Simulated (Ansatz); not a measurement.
**I: a listed cell, distorted in several ways**

Aim: see how energy, forces, stress and gap of I answer to further strains and shifts, swapped elements, other functionals. Nothing is relaxed unless a step says so.

Computed with Ansatz 0.2.0 (DFT PBEsol, scalar-relativistic, plane waves, PAW, unless a step's input says otherwise).

1 further run of the same task is left out (set aside as unsound or not needed).

## 1. The starting structure

The structure is orthorhombic, space group Cmce (No. 64). Conventional cell: a = 7.255 Å, b = 4.795 Å, c = 9.780 Å, α = 90.00°, β = 90.00°, γ = 90.00°. I (site symmetry m) is surrounded by 1 I at 2.70 Å.

Structure file:

```cif
data_structure
_symmetry_space_group_name_H-M 'Cmce'
_symmetry_Int_Tables_number 64
_cell_length_a 7.2550
_cell_length_b 4.7950
_cell_length_c 9.7800
_cell_angle_alpha 90.000
_cell_angle_beta 90.000
_cell_angle_gamma 90.000
_cell_volume 340.22
loop_
_atom_site_label
_atom_site_type_symbol
_atom_site_symmetry_multiplicity
_atom_site_Wyckoff_symbol
_atom_site_fract_x
_atom_site_fract_y
_atom_site_fract_z
_atom_site_occupancy
I1 I 8 f 0.50000 0.65000 0.11700 1
```

The structure comes from the Crystallography Open Database.

## 2. A change within a subgroup

The change: strain xx, yy, zz, yz, xz, xy = -3.0, -4.8, -3.6, +0.0, +0.0, +0.0 %; atoms moved by 0.25 Å root mean square, at most 0.25 Å.

The input, input.yaml:

```yaml
crystal:
  lattice:
    - [3.5183848, -2.28227615, 0.0]
    - [3.5183848, 2.28227615, 0.0]
    - [0.0, 0.0, 9.4275288]
  atoms:
    - { symbol: I, position: [0.8782896097, 0.1703670549, 0.0990011152] }
    - { symbol: I, position: [0.6217103903, 0.3296329451, 0.5990011152] }
    - { symbol: I, position: [0.1703670549, 0.8782896097, 0.9009988848] }
    - { symbol: I, position: [0.3296329451, 0.6217103903, 0.4009988848] }
basis:
  ecutwfc: 420
kpoints:
  mp_grid: { grid: [8, 8, 4] }
hamiltonian:
  xc: pbesol
scf:
  occupations: { method: gaussian, width: 0.02 }
output:
  forces: true
  stress: true
  eigenvalues: true
```

## 3. A change within a subgroup

The input, input.yaml:

```yaml
crystal:
  lattice:
    - [3.5807778, -2.45911575, -0.042196]
    - [3.5807778, 2.45911575, 0.042196]
    - [0.0, 0.172128, 9.8218584]
  atoms:
    - { symbol: I, position: [0.8144209354, 0.1607533881, 0.1150600648] }
    - { symbol: I, position: [0.6639176646, 0.3609080118, 0.6040546751] }
    - { symbol: I, position: [0.1607533881, 0.8144209354, 0.8849399352] }
    - { symbol: I, position: [0.3609080118, 0.6639176646, 0.3959453249] }
basis:
  ecutwfc: 420
kpoints:
  mp_grid: { grid: [8, 8, 4] }
hamiltonian:
  xc: pbesol
scf:
  occupations: { method: gaussian, width: 0.02 }
output:
  forces: true
  stress: true
  eigenvalues: true
```

## 4. One element swapped, cell strained: I → Cl, first probe

The input, input.yaml:

```yaml
crystal:
  lattice:
    - [3.1508053709, -2.0824413168, 0.0]
    - [3.1508053709, 2.0824413168, 0.0]
    - [0.0, 0.0, 8.4947971131]
  atoms:
    - { symbol: Cl, position: [0.85, 0.15, 0.117] }
    - { symbol: Cl, position: [0.65, 0.35, 0.617] }
    - { symbol: Cl, position: [0.15, 0.85, 0.883] }
    - { symbol: Cl, position: [0.35, 0.65, 0.383] }
basis:
  ecutwfc: 420
kpoints:
  mp_grid: { grid: [6, 6, 2] }
hamiltonian:
  xc: pbesol
scf:
  occupations: { method: gaussian, width: 0.1 }
output:
  forces: true
  stress: true
  eigenvalues: true
```

## 5. One element swapped, cell strained: I → Cl

input.yaml, as its differences from that of step 4:

```diff
@@ -13,3 +13,3 @@
 kpoints:
-  mp_grid: { grid: [6, 6, 2] }
+  mp_grid: { grid: [8, 8, 4] }
 hamiltonian:
@@ -17,3 +17,3 @@
 scf:
-  occupations: { method: gaussian, width: 0.1 }
+  occupations: { method: gaussian, width: 0.02 }
 output:
```

## 6. Another functional, on a distorted cell: LDA

The input, input.yaml:

```yaml
crystal:
  lattice:
    - [3.7437251, -2.2992025, 0.0]
    - [3.7437251, 2.2992025, 0.0]
    - [0.0, 0.0, 9.6341802]
  atoms:
    - { symbol: I, position: [0.8564126263, 0.1435873737, 0.1072704214] }
    - { symbol: I, position: [0.6435873737, 0.3564126263, 0.6072704214] }
    - { symbol: I, position: [0.1435873737, 0.8564126263, 0.8927295786] }
    - { symbol: I, position: [0.3564126263, 0.6435873737, 0.3927295786] }
basis:
  ecutwfc: 420
kpoints:
  mp_grid: { grid: [8, 8, 4] }
hamiltonian:
  xc: lda
scf:
  occupations: { method: gaussian, width: 0.02 }
output:
  forces: true
  stress: true
  eigenvalues: true
```

## 7. Substitution of an element, cell strained: I → Cl, first probe

The input, input.yaml:

```yaml
crystal:
  lattice:
    - [2.9398433327, -1.9430115479, 0.0]
    - [2.9398433327, 1.9430115479, 0.0]
    - [0.0, 0.0, 7.9260283373]
  atoms:
    - { symbol: Cl, position: [0.85, 0.15, 0.117] }
    - { symbol: Cl, position: [0.65, 0.35, 0.617] }
    - { symbol: Cl, position: [0.15, 0.85, 0.883] }
    - { symbol: Cl, position: [0.35, 0.65, 0.383] }
basis:
  ecutwfc: 420
kpoints:
  mp_grid: { grid: [6, 6, 2] }
hamiltonian:
  xc: pbesol
scf:
  occupations: { method: gaussian, width: 0.1 }
output:
  forces: true
  stress: true
  eigenvalues: true
```

## 8. One element swapped, cell strained: I → Cl

input.yaml, as its differences from that of step 7:

```diff
@@ -13,3 +13,3 @@
 kpoints:
-  mp_grid: { grid: [6, 6, 2] }
+  mp_grid: { grid: [8, 8, 4] }
 hamiltonian:
@@ -17,3 +17,3 @@
 scf:
-  occupations: { method: gaussian, width: 0.1 }
+  occupations: { method: gaussian, width: 0.02 }
 output:
```

## 9. A change within a subgroup

The input, input.yaml:

```yaml
crystal:
  lattice:
    - [3.543534475, -2.369278125, 0.0]
    - [3.735334475, 2.659478125, 0.0]
    - [0.0, 0.0, 10.0964808]
  atoms:
    - { symbol: I, position: [0.8378521973, 0.1205075755, 0.115590382] }
    - { symbol: I, position: [0.6621478027, 0.3794924245, 0.615590382] }
    - { symbol: I, position: [0.1840856392, 0.827783318, 0.884409618] }
    - { symbol: I, position: [0.3159143608, 0.672216682, 0.384409618] }
basis:
  ecutwfc: 420
kpoints:
  mp_grid: { grid: [8, 8, 4] }
hamiltonian:
  xc: pbesol
scf:
  occupations: { method: gaussian, width: 0.02 }
output:
  forces: true
  stress: true
  eigenvalues: true
```

**Question.** What will these runs give? Wanted: for each run, case; energy; pressure; largest force.

As calculated:

```
step                                          case  energy (meV/atom)  pressure (GPa)  largest force (eV/Å)  gap on the mesh (eV)
   2                    a change within a subgroup               +0.0            15.6                  9.33                  2.30
   3                    a change within a subgroup             -644.1             0.8                  3.53                  0.66
   5    one element swapped, cell strained: I → Cl                n/a            -6.8                  1.87                  0.92
   6  another functional, on a distorted cell: LDA                n/a             5.2                  4.17                  1.78
   8    one element swapped, cell strained: I → Cl                n/a            -2.8                  1.25                  1.38
   9                    a change within a subgroup             -726.3            -2.5                  0.50                  0.94
```

Energies are counted from step 2, with the smearing taken to zero. Other atoms or functionals have another zero of energy (n/a). 

**Reading.** Among the distorted cells of the listed formula and level the largest force, 9.33 eV/Å, comes in step 2, shared by 4 atoms. Among the distorted cells of the listed formula and level the gap runs from 0.66 eV to 2.30 eV. Spin-orbit coupling is left out, which matters for the bands of I.

These are semilocal Kohn-Sham gaps, which aren't the measured quantity. Such gaps usually fall short of the measured ones; spin-orbit coupling, left out here, narrows gaps with I, so the two errors partly cancel.
